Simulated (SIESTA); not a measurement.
Crystal: LiH.

```
Li H
1.0
     0.00000    2.03675    2.03675
     2.03675    0.00000    2.03675
     2.03675    2.03675    0.00000
Li H
1 1
Direct
  0.00000 0.00000 0.00000
  0.50000 0.50000 0.50000
```

Base run:

| Property | Result |
| --- | --- |
| Program | SIESTA 5.4.2 |
| Functional | vdW-DF-cx |
| Potentials or basis | PseudoDojo 0.4 standard (PBE files) |
| Basis | DZP (energy shift 0.003 Ry; two zetas on semicore shells) |
| Grid cutoff | 800 Ry |
| Energy shift | 0.003 Ry |
| k mesh | 11 × 11 × 11 |
| Occupations | fermi-dirac, width 0.05 eV |
| Spin | no spin polarisation |

Its results: band gap on the k mesh 3.30 eV, direct; pressure -0.7 GPa.

Question: The run is repeated on the same cell with these changes: functional from vdW-DF-cx to BLYP. What comes out?

Answer: Band gap on the k mesh 3.61 eV, direct; pressure -1.1 GPa.

Caveats: the potentials were made for another functional, which shifts forces and pressure; the mesh misses the band edges, which the band path finds closer together; the basis of atomic orbitals isn't converged, which shifts pressures, moduli and gaps.

Not every run made on this cell is shown here.
